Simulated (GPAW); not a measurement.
Runs of GPAW 26.7.0 on InAs. The structure is cubic, space group F-43m (No. 216). The conventional cell has a = 6.036 Å, b = 6.036 Å, c = 6.036 Å, α = 90.00°, β = 90.00°, γ = 90.00°. Around In (site symmetry -43m) lie 4 As at 2.61 Å. As (site symmetry -43m) has 4 In at 2.61 Å as nearest neighbours. 

| task | level | potentials or basis | spin | cell | k mesh | optimizer | fmax | max steps | convergence | band path | gap on the mesh (eV) | pressure (GPa) | relaxed volume (Å³/atom) |
| --- | --- | --- | --- | --- | --- | --- | --- | --- | --- | --- | --- | --- | --- |
| relaxation of cell and atoms | PBEsol+D4 | PAW data sets generated in the run's folder for this functional, pw | off | relaxed | 8 × 8 × 8 | BFGS | 0.02 eV/Å | 60 | density=1e-05 forces=0.0001 | - | none | 0.0 | 27.58 |
| band structure | PBEsol | PAW data sets generated in the run's folder for this functional, pw | off | as given | 8 × 8 × 8 | - | - | - | - | GXWKGLUWLK,UX | - | 1.3 | - |
| band structure | PBEsol | PAW data sets generated in the run's folder for this functional, pw | SOC, no magnetisation | as given | 8 × 8 × 8 | - | - | - | - | GXWKGLUWLK,UX | - | 1.3 | - |
| relaxation of cell and atoms | PBEsol+D3(BJ) | PAW data sets generated in the run's folder for this functional, pw | off | relaxed | 8 × 8 × 8 | BFGS | 0.02 eV/Å | 60 | density=1e-05 forces=0.0001 | - | none | 0.0 | 27.25 |
| relaxation of cell and atoms | PBEsol+D3 | PAW data sets generated in the run's folder for this functional, pw | off | relaxed | 8 × 8 × 8 | BFGS | 0.02 eV/Å | 60 | density=1e-05 forces=0.0001 | - | none | 0.1 | (a) |
| band structure | LDA | JTH PAW 2.0, LDA, pw | off | as given | 6 × 6 × 6 | - | - | - | - | GXWKGLUWLK,UX | - | -0.3 | - |
| single point | PBEsol | PAW data sets generated in the run's folder for this functional, pw | off | as given | 8 × 8 × 8 | - | - | - | - | - | none | 1.3 | - |

Alike in all rows: cutoff (eV) 600; smearing fermi-dirac 0.05 eV.

Question: Estimate the missing entries.

Answer: (a) 27.50.

Caveats: later steps reuse the first step's grids (some runs); pairwise dispersion overbinds metals, which lowers pressure and volume (some runs); spin-orbit coupling is left out, which moves the levels of the heavy elements (some runs); this crystal is a semiconductor, whose small gap the functional closes, so the metal is an error of the method (some runs); spin-orbit coupling was added after a scalar SCF, so levels and gaps hold it while energy, forces, pressure and moments don't (some runs); this program's spin-orbit splittings come out too wide for heavy elements (some runs); the program truncates these outside data sets (some runs).

A k mesh can miss the band edges, and rows without SOC leave out spin-orbit coupling on As, In.

A gap of «none» marks a metal or a gap under the smearing width.

The runs don't all hold the same shells in valence.

Runs at the PBE level aren't shown here.
